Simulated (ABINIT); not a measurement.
# TiAl3 (I4/mmm) in ABINIT: notebook

Runs on TiAl3. Level: LDA. Tasks: single point, relaxation of cell and atoms.

Program: ABINIT 10.8.3 (patched build). These are calculated values, not measurements. Logs are shortened: lines on timing, memory, paths and dates and some standing lists are left out, and cuts for length are marked. The log counts tension as positive stress, the text compression.

**1. The crystal as given**

It takes space group I4/mmm (No. 139, tetragonal). Conventional cell: a = 3.822 Å, b = 3.822 Å, c = 8.561 Å, α = 90.00°, β = 90.00°, γ = 90.00°. Ti (site symmetry 4/mmm) has 12 Al at 2.70 to 2.87 Å as nearest neighbours. Al (site symmetry -4m2) is surrounded by 8 Al at 2.70 to 2.87 Å and 4 Ti at 2.87 Å. Al (site symmetry 4/mmm) has 4 Ti at 2.70 Å and 8 Al at 2.87 Å as nearest neighbours.

The cell comes from a database or a generator and needn't be the stable form of this composition.

**2. Single point, LDA**

run.abi reads:

```
# Pseudopotentials
pp_dirpath "./"
pseudos "Ti.upf, Al.upf"

# Structure
acell 5.0624878778 5.0624878778 5.0624878778 Angstrom
rprim
    -0.3775034760     0.3775034760     0.8455662311
     0.3775034760    -0.3775034760     0.8455662311
     0.3775034760     0.3775034760    -0.8455662311
ntypat 2
znucl 22 13
natom 4
typat 1 2 2 2
xcart
     0.0000000000     0.0000000000     0.0000000000
     1.9111067713     0.0000000000     2.1403343974
     0.0000000000     1.9111067713     2.1403343974
     0.0000000000     0.0000000000     4.2806687947 Angstrom

# Plane-wave basis
ecut 952.398519 eV

# k points
kptopt 1
ngkpt 8 8 8
nshiftk 1
shiftk 0.0 0.0 0.0

# Exchange and correlation
ixc 7

# Bands and occupations
nband 15
occopt 3
tsmear 0.00183747

# SCF cycle
nstep 100
tolvrs 1.0e-10

# Output
iomode 3
prtwf 0
prteig 0
prtebands 0
prtden 1
prtvha 1
prtvclmb 1
prtpot 1
prtelf 1
```

Potentials or basis: PseudoDojo NC SR LDA v0.4.1 standard.

Launch:

```bash
$ mpirun --bind-to none -np 4 abinit run.abi > log 2>&1
```

run.abo:

```text
.Version 10.8.3 of ABINIT
 Symmetries : space group I4/m m m (#139); Bravais tI (body-center tetrag.)
================================================================================
 Values of the parameters that define the memory need of the present run
     intxc =       0    ionmov =       0      iscf =       7    lmnmax =       6
     lnmax =       6     mgfft =      54  mpssoang =       3    mqgrid =    3001
     natom =       4  nloc_mem =       1    nspden =       1   nspinor =       1
    nsppol =       1      nsym =      16    n1xccc =    2501    ntypat =       2
    occopt =       3   xclevel =       1
       mpw =        4202          nfft =      157464          nkpt =          59
================================================================================
================================================================================

--------------------------------------------------------------------------------
------------- Echo of variables that govern the present computation ------------
--------------------------------------------------------------------------------
 -outvars: echo values of preprocessed input variables --------
            acell      9.5667156048E+00  9.5667156048E+00  9.5667156048E+00 Bohr
              amu      4.78800000E+01  2.69815390E+01
             ecut      3.50000000E+01 Hartree
                       outvar_i_n : Printing only first  50 k-points.
              ixc           7
                       outvar_i_n : Printing only first  50 k-points.
         kptrlatt        8    0    0      0    8    0      0    0    8
          kptrlen      5.77834943E+01
            natom           4
            nband          15
            ngfft          54      54      54
             nkpt          59
            nstep         100
             nsym          16
           ntypat           2
                       prtocc : prtvol=0, do not print more k-points.
           occopt           3
        prtebands           0
           prteig           0
           prtelf           1
           prtpot           1
         prtvclmb           1
           prtvha           1
            prtwf           0
            rprim     -3.7750347600E-01  3.7750347600E-01  8.4556623110E-01
                       3.7750347600E-01 -3.7750347600E-01  8.4556623110E-01
                       3.7750347600E-01  3.7750347600E-01 -8.4556623110E-01
          spgroup         139
           tolvrs      1.00000000E-10
           tsmear      1.83747000E-03 Hartree
            typat      1  2  2  2
                       outvars : Printing only first  50 k-points.
           xangst      0.0000000000E+00  0.0000000000E+00  0.0000000000E+00
                       1.9111067711E+00  0.0000000000E+00  2.1403343974E+00
                       2.3500188930E-16  1.9111067711E+00  2.1403343974E+00
                       0.0000000000E+00  0.0000000000E+00  4.2806687948E+00
            xcart      0.0000000000E+00  0.0000000000E+00  0.0000000000E+00
                       3.6114683947E+00  0.0000000000E+00  4.0446458290E+00
                       4.4408920985E-16  3.6114683947E+00  4.0446458290E+00
                       0.0000000000E+00  0.0000000000E+00  8.0892916579E+00
             xred      0.0000000000E+00  0.0000000000E+00  0.0000000000E+00
                       2.5000000000E-01  7.5000000000E-01  5.0000000000E-01
                       7.5000000000E-01  2.5000000000E-01  5.0000000000E-01
                       5.0000000000E-01  5.0000000000E-01  0.0000000000E+00
            znucl       22.00000   13.00000

================================================================================

 chkinp: Checking input parameters for consistency.

================================================================================
== DATASET  1 ==================================================================

--- !DatasetInfo
iteration_state: {dtset: 1, }
dimensions: {natom: 4, nkpt: 59, mband: 15, nsppol: 1, nspinor: 1, nspden: 1, mpw: 4202, }
cutoff_energies: {ecut:  35.0, pawecutdg:  -1.0, }
electrons: {nelect:   2.10000000E+01, charge:   0.00000000E+00, occopt:   3.00000000E+00, tsmear:   1.83747000E-03, }
meta: {optdriver: 0, ionmov: 0, optcell: 0, iscf: 7, paral_kgb: 0, }
...

 Exchange-correlation functional for the present dataset will be:
  LDA: Perdew-Wang 92 LSD fit to Ceperley-Alder data - ixc=7
  J.P.Perdew and Y.Wang, PRB 45, 13244 (1992)

 Real(R)+Recip(G) space primitive vectors, cartesian coordinates (Bohr,Bohr^-1):
 R(1)= -3.6114684  3.6114684  8.0892917  G(1)=  0.0000000  0.1384478  0.0618101
 R(2)=  3.6114684 -3.6114684  8.0892917  G(2)=  0.1384478  0.0000000  0.0618101
 R(3)=  3.6114684  3.6114684 -8.0892917  G(3)=  0.1384478  0.1384478  0.0000000
 Unit cell volume ucvol=  4.2202495E+02 bohr^3
 Angles (23,13,12)=  1.35641745E+02  1.35641745E+02  6.45346926E+01 degrees

 getcut: wavevector=  0.0000  0.0000  0.0000  ngfft=  54  54  54
         ecut(hartree)=     35.000   => boxcut(ratio)=   2.12015

--- Pseudopotential description ------------------------------------------------
- pspini: atom type   1  psp file is ./Ti.upf
12 -1012 2 -1 1568                            pspcod,pspxc,lmax,lloc,mmax
     nproj     2     2     2

- pspini: atom type   2  psp file is ./Al.upf
12 -1012 2 -1 1854                            pspcod,pspxc,lmax,lloc,mmax
     nproj     2     2     2

   3.47902934E+02                                ecore*ucvol(ha*bohr**3)
--------------------------------------------------------------------------------

================================================================================

--- !BeginCycle
iteration_state: {dtset: 1, }
solver: {iscf: 7, nstep: 100, nline: 4, wfoptalg: 0, }
tolerances: {tolvrs: 1.00E-10, }
...

     iter   Etot(hartree)      deltaE(h)  residm     vres2
 ETOT  1  -66.284479634682    -6.628E+01 1.199E-01 6.949E+02
 ETOT  2  -64.094792145814     2.190E+00 1.115E-01 2.268E+04
 ETOT  3  -66.421407815378    -2.327E+00 1.180E-02 7.252E+02
 ETOT  4  -66.491061850597    -6.965E-02 3.916E-02 4.858E+01
 ETOT  5  -66.496124109096    -5.062E-03 2.952E-03 7.413E-01
 ETOT  6  -66.496222803062    -9.869E-05 2.182E-03 8.474E-02
 ETOT  7  -66.496235673893    -1.287E-05 1.625E-03 1.168E-03
 ETOT  8  -66.496235666367     7.526E-09 1.450E-03 6.298E-03
 ETOT  9  -66.496236185958    -5.196E-07 1.988E-03 9.751E-04
 ETOT 10  -66.496236279768    -9.381E-08 1.439E-03 8.918E-05
 ETOT 11  -66.496236289032    -9.264E-09 1.652E-03 1.408E-06
 ETOT 12  -66.496236289249    -2.174E-10 9.689E-04 4.900E-09
 ETOT 13  -66.496236289264    -1.485E-11 9.909E-04 8.483E-10
 ETOT 14  -66.496236289265    -1.108E-12 5.073E-04 1.128E-09
 ETOT 15  -66.496236289264     4.974E-13 4.909E-04 5.800E-12

 At SCF step   15       vres2   =  5.80E-12 < tolvrs=  1.00E-10 =>converged.

 Compute ELF
--------------------------------------------------------------------------------

 Compute kinetic energy density

 Compute gradient of the electron density
 Electron Localization Function (ELF) [min:0;max:1]
)     Maximum=    8.6075E-01  at reduced coord.    0.9074    0.9074    0.8148
)     Minimum=    3.3377E-06  at reduced coord.    0.5000    0.5000    0.0000
   Integrated=    1.9812E+02

--------------------------------------------------------------------------------
 End of ELF section

 Cartesian components of stress tensor (hartree/bohr^3)
  sigma(1 1)=  1.44697094E-04  sigma(3 2)=  0.00000000E+00
  sigma(2 2)=  1.44697094E-04  sigma(3 1)=  0.00000000E+00
  sigma(3 3)=  1.28365618E-04  sigma(2 1)=  0.00000000E+00

--- !ResultsGS
iteration_state: {dtset: 1, }
comment   : Summary of ground state results
lattice_vectors:
- [ -3.6114684,   3.6114684,   8.0892917, ]
- [  3.6114684,  -3.6114684,   8.0892917, ]
- [  3.6114684,   3.6114684,  -8.0892917, ]
lattice_lengths: [   9.56672,    9.56672,    9.56672, ]
lattice_angles: [135.642, 135.642,  64.535, ] # degrees, (23, 13, 12)
lattice_volume:   4.2202495E+02
convergence: {deltae:  4.974E-13, res2:  5.800E-12, residm:  4.909E-04, diffor: null, }
etotal    :  -6.64962363E+01
entropy   :   0.00000000E+00
fermie    :   3.07685337E-01
cartesian_stress_tensor: # hartree/bohr^3
- [  1.44697094E-04,   0.00000000E+00,   0.00000000E+00, ]
- [  0.00000000E+00,   1.44697094E-04,   0.00000000E+00, ]
- [  0.00000000E+00,   0.00000000E+00,   1.28365618E-04, ]
pressure_GPa:  -4.0970E+00
xred      :
- [  0.0000E+00,   0.0000E+00,   0.0000E+00, Ti]
- [  2.5000E-01,   7.5000E-01,   5.0000E-01, Al]
- [  7.5000E-01,   2.5000E-01,   5.0000E-01, Al]
- [  5.0000E-01,   5.0000E-01,   0.0000E+00, Al]
cartesian_forces: # hartree/bohr
- [ -0.00000000E+00,  -0.00000000E+00,  -0.00000000E+00, ]
- [ -0.00000000E+00,  -0.00000000E+00,  -0.00000000E+00, ]
- [ -0.00000000E+00,  -0.00000000E+00,  -0.00000000E+00, ]
- [ -0.00000000E+00,  -0.00000000E+00,  -0.00000000E+00, ]
force_length_stats: {min:   0.00000000E+00, max:   0.00000000E+00, mean:   0.00000000E+00, }
...

 Integrated electronic density in atomic spheres:
 ------------------------------------------------
 Atom  Sphere_radius  Integrated_density
    1        2.00000          9.56570461
    2        2.00000          0.94632374
    3        2.00000          0.94632374
    4        2.00000          0.94939463
================================================================================

 ----iterations are completed or convergence reached----

 Mean square residual over all n,k,spin=   17.739E-07; max=  49.094E-05
 reduced coordinates (array xred) for    4 atoms
       0.000000000000      0.000000000000      0.000000000000
       0.250000000000      0.750000000000      0.500000000000
       0.750000000000      0.250000000000      0.500000000000
       0.500000000000      0.500000000000      0.000000000000
 rms dE/dt=  0.0000E+00; max dE/dt=  0.0000E+00; dE/dt below (all hartree)
    1       0.000000000000      0.000000000000      0.000000000000
    2       0.000000000000      0.000000000000      0.000000000000
    3       0.000000000000      0.000000000000      0.000000000000
    4       0.000000000000      0.000000000000      0.000000000000

 cartesian coordinates (angstrom) at end:
    1      0.00000000000000     0.00000000000000     0.00000000000000
    2      1.91110677107736     0.00000000000000     2.14033439741039
    3      0.00000000000000     1.91110677107736     2.14033439741039
    4      0.00000000000000     0.00000000000000     4.28066879482078

 cartesian forces (hartree/bohr) at end:
    1     -0.00000000000000    -0.00000000000000    -0.00000000000000
    2     -0.00000000000000    -0.00000000000000    -0.00000000000000
    3     -0.00000000000000    -0.00000000000000    -0.00000000000000
    4     -0.00000000000000    -0.00000000000000    -0.00000000000000
 frms,max,avg= 0.0000000E+00 0.0000000E+00   0.000E+00  0.000E+00  0.000E+00 h/b

 cartesian forces (eV/Angstrom) at end:
    1     -0.00000000000000    -0.00000000000000    -0.00000000000000
    2     -0.00000000000000    -0.00000000000000    -0.00000000000000
    3     -0.00000000000000    -0.00000000000000    -0.00000000000000
    4     -0.00000000000000    -0.00000000000000    -0.00000000000000
 frms,max,avg= 0.0000000E+00 0.0000000E+00   0.000E+00  0.000E+00  0.000E+00 e/A
 length scales=  9.566715604770  9.566715604770  9.566715604770 bohr
              =  5.062487877800  5.062487877800  5.062487877800 angstroms
 Fermi (or HOMO) energy (hartree) =   0.30769   Average Vxc (hartree)=  -0.39307
 Eigenvalues (hartree) for nkpt=  59  k points:
 kpt#   1, nband= 15, wtk=  0.00195, kpt=  0.0000  0.0000  0.0000 (reduced coord)
  -1.74524   -0.88640   -0.88640   -0.88361   -0.06296    0.20197    0.21273    0.25563
   0.26256    0.26256    0.33835    0.37300    0.37300    0.39299    0.39470
      occupation numbers for kpt#   1
   2.00000    2.00000    2.00000    2.00000    2.00000    2.00000    2.00000    2.00000
   2.00000    2.00000    0.00000    0.00000    0.00000    0.00000    0.00000
 prteigrs : prtvol=0 or 1, do not print more k-points.

--- !EnergyTerms
iteration_state     : {dtset: 1, }
comment             : Components of total free energy in Hartree
kinetic             :  2.62855525150707E+01
hartree             :  1.90704101330860E+01
xc                  : -1.20492438172847E+01
Ewald energy        : -4.28273202813371E+01
psp_core            :  8.24365804947025E-01
local_psp           : -5.93467706216031E+01
non_local_psp       :  1.54719880332218E+00
internal            : -6.64958074637990E+01
'-kT*entropy'       : -4.28825465460201E-04
total_energy        : -6.64962362892645E+01
total_energy_eV     : -1.80945476957119E+03
band_energy         : -6.43566118492390E+00
...

 Cartesian components of stress tensor (hartree/bohr^3)
  sigma(1 1)=  1.44697094E-04  sigma(3 2)=  0.00000000E+00
  sigma(2 2)=  1.44697094E-04  sigma(3 1)=  0.00000000E+00
  sigma(3 3)=  1.28365618E-04  sigma(2 1)=  0.00000000E+00

-Cartesian components of stress tensor (GPa)         [Pressure= -4.0970E+00 GPa]
- sigma(1 1)=  4.25713548E+00  sigma(3 2)=  0.00000000E+00
- sigma(2 2)=  4.25713548E+00  sigma(3 1)=  0.00000000E+00
- sigma(3 3)=  3.77664688E+00  sigma(2 1)=  0.00000000E+00

== END DATASET(S) ==============================================================
================================================================================

 -outvars: echo values of variables after computation  --------
            acell      9.5667156048E+00  9.5667156048E+00  9.5667156048E+00 Bohr
           etotal     -6.6496236289E+01
            fcart     -0.0000000000E+00 -0.0000000000E+00 -0.0000000000E+00
                      -0.0000000000E+00 -0.0000000000E+00 -0.0000000000E+00
                      -0.0000000000E+00 -0.0000000000E+00 -0.0000000000E+00
                      -0.0000000000E+00 -0.0000000000E+00 -0.0000000000E+00
            rprim     -3.7750347600E-01  3.7750347600E-01  8.4556623110E-01
                       3.7750347600E-01 -3.7750347600E-01  8.4556623110E-01
                       3.7750347600E-01  3.7750347600E-01 -8.4556623110E-01
           strten      1.4469709391E-04  1.4469709391E-04  1.2836561833E-04
                       0.0000000000E+00  0.0000000000E+00  0.0000000000E+00
           xangst      0.0000000000E+00  0.0000000000E+00  0.0000000000E+00
                       1.9111067711E+00  0.0000000000E+00  2.1403343974E+00
                       2.3500188930E-16  1.9111067711E+00  2.1403343974E+00
                       0.0000000000E+00  0.0000000000E+00  4.2806687948E+00
             xred      0.0000000000E+00  0.0000000000E+00  0.0000000000E+00
                       2.5000000000E-01  7.5000000000E-01  5.0000000000E-01
                       7.5000000000E-01  2.5000000000E-01  5.0000000000E-01
                       5.0000000000E-01  5.0000000000E-01  0.0000000000E+00
 Calculation completed.
```

Wall time 73 s (4 MPI ranks of Arm Neoverse V1, shared host); peak memory 0.36 GiB.

What came out:

* Free energy: -1809.4548 eV
* Band gap on the k mesh: none (metal or under the smearing width)
* Valence electrons inside the program's atomic spheres: Ti 9.57; Al 0.95

Caveat: the cutoff is too short for stress, so the log's stress isn't used.

[end of part 1 of 2]
